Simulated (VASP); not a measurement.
Set up this calculation in VASP 6.6.1, as the native input.

```
Task                   : relaxation of cell and atoms
Functional             : AM05
Potentials or basis    : VASP PAW PBE potentials, release 64 (Te, Mo_sv)
Cutoff                 : 600 eV
k mesh                 : 9 × 9 × 2
Occupations            : fermi-dirac, width 0.05 eV
Spin                   : no spin polarisation
Further INCAR settings : ALGO = Fast; EDIFF = 1e-07; IBRION = 2; EDIFFG = -0.01; NSW = 40; ISIF = 3
```

The structure of Te2Mo lies in POSCAR:

```
Te2Mo
1.0
    3.5182000000      0.0000000000      0.0000000000
   -1.7591000000      3.0468505756      0.0000000000
    0.0000000000      0.0000000000     13.9736000000
Te Mo
4 2
Direct
    0.6666666667      0.3333333333      0.3790000000
    0.3333333333      0.6666666667      0.8790000000
    0.6666666667      0.3333333333      0.1210000000
    0.3333333333      0.6666666667      0.6210000000
    0.6666666667      0.3333333333      0.7500000000
    0.3333333333      0.6666666667      0.2500000000
```

These files were run (other wordings do the same):

INCAR

```
SYSTEM = Te2Mo
PREC     = Accurate       ! precision mode
ENCUT    = 600            ! plane-wave cutoff, eV
EDIFF    = 1E-7           ! SCF threshold, eV
ISMEAR   = -1             ! smearing method
SIGMA    = 0.05           ! smearing width, eV
LREAL    = .False.        ! projectors in reciprocal space
LASPH    = .True.         ! aspherical terms in the spheres
NELM     = 100            ! most SCF steps
ALGO     = Fast           ! electronic algorithm
ISIF     = 3              ! what is computed and relaxed
LWAVE    = .False.        ! write WAVECAR
LCHARG   = .False.        ! write CHGCAR
GGA      = AM             ! functional
IBRION   = 2              ! ionic algorithm
NSW      = 40             ! ionic steps
EDIFFG   = -0.01          ! ionic threshold
```

KPOINTS

```
regular mesh
0
Gamma
  9 9 2
  0 0 0
```

Potentials or basis: VASP PAW PBE potentials, release 64 (Te, Mo_sv).

Run with:

```console
$ cat potpaw_PBE.64/Te/POTCAR potpaw_PBE.64/Mo_sv/POTCAR > POTCAR
$ mpirun -np 1 vasp_std > vasp.out
```

Results of the run:

```
Relaxed volume                         : 25.45 Å³/atom
Relaxed cell                           : a = 3.488 Å, b = 3.488 Å, c = 14.493 Å, α = 90.00°, β = 90.00°, γ = 120.00°
Space group after relaxing (to 0.05 Å) : P6_3/mmc (No. 194)
Energy gained by relaxing              : 4.3 meV/atom
Ionic steps                            : 19
Pressure after relaxing                : 0.0 GPa
Largest force after relaxing           : 0.006 eV/Å
Band gap on the k mesh                 : 0.92 eV, indirect (least direct gap 1.13 eV)
```

Caveat: the PAW data sets were made with another functional, which shifts forces and pressure a little; spin-orbit coupling is left out, which moves the levels of the heavy elements; an odd mesh through Γ misses points on the zone boundary, where band edges often lie; this functional lacks dispersion, which binds the layers, so the pressure and a relaxed spacing across them are unreliable.

Wall time 39 min on 1 thread of AMD EPYC 7R43 64-Core Processor (Zen 3), with other jobs on the host, peak memory 0.38 GiB.
